## Where d functions enter the valence bands of rocksalt SnSe

To a first approximation, the upper valence bands of rocksalt SnSe are built from s and p orbitals on tin and selenium. A calculation that also offers d functions puts some electrons into them. How many go there, on which atom, and at what energy? The s and p results are enough for a prediction, and the two d rows, marked with question marks below, then test it.

Mulliken projections of the filled states of rocksalt SnSe (Sn–Se 3.01 Å), computed with OpenMX 3.8.5 in the LDA, with OpenMX 2013 pseudopotentials, an s3p2d2 basis on each atom and no spin-orbit coupling. The k mesh is 9×9×9 for the self-consistent run and 12×12×12 for the density of states. The window starts 12 eV below the valence top, which is the energy zero.

| projection name | projection electrons (e) | projection band centre (eV) |
| --- | --- | --- |
| Sn1_s | 1.720 | -5.990 |
| Sn1_p | 1.300 | -2.940 |
| Sn1_d | ? | ? |
| Se2_s | 0.150 | -5.260 |
| Se2_p | 4.240 | -3.030 |
| Se2_d | ? | ? |

In the table, "projection electrons" is the filled weight $N$ that the calculation assigns to one kind of orbital on one atom, within a window reaching 12 eV below the valence top. "Projection band centre" is the mean energy $E$ of that weight, measured from the valence top. Both describe an orbital inside the crystal. Neither is a property of the free atom.

### Hosts and guests among the s and p orbitals

Two limiting cases frame the known rows. In a fully ionic crystal, tin would keep its 5s pair and selenium would own a complete 4p shell, so no filled weight would fall on tin p. In the opposite limit, with tin p and selenium p at the same energy, the filled bonding states would be shared equally between them. The calculation lies between the two: tin holds about 23 percent of the filled p weight. Selenium p is thus the main owner, or host, of these states, and tin p is a guest in them.

The energies tell the same story. The filled tin p weight is centred only 0.09 eV from that of selenium p, although the tin 5p level itself is known to lie higher and to form mainly the empty conduction bands. The reason is that a filled state has one energy, whichever atoms it extends over. A guest orbital therefore appears at the energy of its host, and its centre is a clue to which host that is.

The small selenium s row can be read in the same way. Its 0.15 electrons are not the selenium 4s shell, which is known to form a separate band below the window. They are a guest share in higher bands. Their centre, at -5.26 eV, is closer to tin s than to either p row, which suggests that tin s is an important host.

### How much weight is left for d

The total d weight follows from counting electrons. The calculation treats 14 valence electrons on tin and 6 on selenium. Ten of them fill the tin 4d shell and two fill the selenium 4s band, and both sets of bands are known to lie below the window. The bands inside it must hold the rest:

$$20 - 10 - 2 = 8 \text{ electrons.}$$

The four known rows add up to 7.41 electrons. The basis offers only s, p and d functions. If the projection shares out every electron among them, the d rows must hold the difference:

$$8 - 7.41 = 0.59 \text{ electrons.}$$

This step needs no assumption about bonding. It would fail if part of the selenium 4s band reached into the window, and the selenium s row limits that risk. Weight entering at the window floor would pull the centre of that row towards -12 eV. With positive weights, at most $0.15 \times 5.26/12 \approx 0.07$ electrons of selenium s weight could have entered there. A range of ±0.10 electrons on the d total allows for this and for the finite energy mesh.

### How the d weight is shared

Dividing the total between the atoms takes a physical picture. For widely separated ions, the d functions would be empty, apart from the filled tin 4d shell below the window. As the ions approach, the outer part of a neighbour's orbital extends into the region where a d function is centred, and that function helps to describe it. The electrons counted there as d are then largely the neighbour's s and p electrons under another name.

The simplest rule based on this picture gives each atom d weight in proportion to the s and p electrons of the other element. Selenium has 4.39 such electrons in the window and tin has 3.02. Tin d therefore receives the larger part:

$$N(\text{Sn d}) = 0.59 \times \frac{4.39}{7.41} \approx 0.35 \text{ electrons.}$$

The remaining 0.24 electrons go to selenium d. The rule has no adjustable constant. Apart from the electron count, it uses only the four known rows.

The same rule fixes the energies, since each d row should take the mean centre of its hosts. For tin d these are selenium orbitals, almost entirely p. For selenium d they are tin orbitals, and more than half of that weight is the deep tin s:

$$E(\text{Se d}) = \frac{1.72 \times (-5.99) + 1.30 \times (-2.94)}{3.02} \approx -4.7 \text{ eV.}$$

There is a competing picture. Atoms of the same element are only $3.01 \times \sqrt{2} \approx 4.3$ Å apart, close enough for their basis functions to overlap as well. If both d rows drew equally on all s and p electrons, they would have equal counts and a common centre near -3.7 eV.

### Predictions

The forecasts follow the neighbour rule. Their ranges are judgements of how crude the rule is, not statistical errors.

- Both d rows together: 0.59 ± 0.10 electrons.
- Tin d: 0.35 ± 0.15 electrons, centred at -3.1 ± 1.0 eV.
- Selenium d: 0.24 ± 0.15 electrons, centred at -4.7 ± 1.5 eV.

Tin d should hold more than selenium d, and selenium d should lie deeper. Both orderings are weak forecasts, because the ranges overlap.

The withheld rows as computed:

| projection name | projection electrons (e) | projection band centre (eV) |
| --- | --- | --- |
| Sn1_d | 0.400 | -2.690 |
| Se2_d | 0.200 | -2.800 |

### The count holds

The two d rows together contain 0.60 electrons, against a forecast of 0.59. All six rows add up to 8 electrons within the rounding of the entries. The window thus holds the number of electrons expected when the tin 4d and selenium 4s bands lie outside it. A projection that shares out every electron must then give this sum, so the agreement checks the placing of the bands and not a picture of the bonding. The d functions carry $0.60/8 = 7.5$ percent of the weight, which is how much a pure s-p description would have to place elsewhere.

The division between the atoms also falls within its range. Tin d holds 0.40 electrons and selenium d 0.20, so the predicted order is right and each count is off by about 0.05. This is weaker support than it looks. Once the total is fixed, an error on one atom reappears on the other with the opposite sign, so the two counts amount to a single test. Equal sharing would have missed by about 0.1 electrons on each atom, which is also within the stated range.

### The energy of selenium d does not

The centres put the picture behind the rule to a harder test. Tin d lies at -2.69 eV, about 0.4 eV above its forecast and well within the range. Selenium d lies at -2.80 eV, about 1.9 eV above its forecast and outside the range of ±1.5 eV. It is deeper than tin d, as predicted, but only by 0.11 eV. The forecast gap was about 1.6 eV, so the right order hardly counts as a success.

The failure can be traced to one ingredient. The forecast for selenium d was deep because tin s was counted as a major host, with all its weight at its mean energy. The common-pool picture also includes tin s, and its centre is about 1 eV too deep for both d rows. The computed d centres instead lie close to those of the two p rows and about 3 eV above that of tin s. On the simplest reading, the d functions on both atoms are guests of the p bands.

A pool made of p electrons alone shows what this change does:

$$E = \frac{1.30 \times (-2.94) + 4.24 \times (-3.03)}{5.54} \approx -3.0 \text{ eV.}$$

This is within about 0.3 eV of both d rows. The estimate was made after the results were known, so it describes them and does not test the idea. A centre is also only an average: some selenium d weight could still sit in the tin s band if other weight near the valence top balanced it. In the same way, the tin s centre hides the tin s weight that is known to lie near the valence top, where it mixes with selenium p in an antibonding way. That part of tin s could be a host too.

Why should selenium d follow the p bands when its nearest neighbours offer so many s electrons? One possible answer is the overlap between selenium atoms that the neighbour rule ignored. Selenium p is by far the largest store of electrons in the window, and each selenium atom has twelve others at the second-neighbour distance. A d function on one of them could help to describe the p orbitals of the rest. The present results do not separate this contribution from that of tin p.

A second possible answer lies in the energies. When an empty orbital mixes weakly into a filled state, the amplitude is roughly the coupling divided by the energy distance between them. The empty d functions lie above the filled bands, so for equal coupling they mix more readily into states near the valence top than into the deeper tin s band. This would favour p hosts, and within the p bands it would favour the upper part. The direction of the effect is standard theory, but its size here is a guess.

### Reading such populations

The two parts of the prediction deserve different degrees of trust. The total rests on counting electrons. The count can be repeated for another crystal if the s and p rows are known, the basis has no f functions, and each band lies wholly inside or wholly outside the window. The energy of a guest orbital depends on which host it mixes with, and for selenium d the number of electrons on neighbouring atoms proved a poor guide to that. For a related compound, the p bands are the better first guess for the energy of such d weight, though this rests on one crystal.

The populations also depend on the basis. In the limit of a very flexible set of functions on one atom, that set could describe much of its neighbour's charge as well, and the shares would shift although the electron density hardly changed. The 0.40 electrons on tin d are therefore neither an ionic charge nor a sign that a new atomic d shell is being filled. They may include some admixture of the filled 4d shell, which the row does not separate, and the basis offers tin few d functions beyond that shell. A fair comparison between materials needs basis sets of the same kind and a window that takes in the corresponding bands in each.
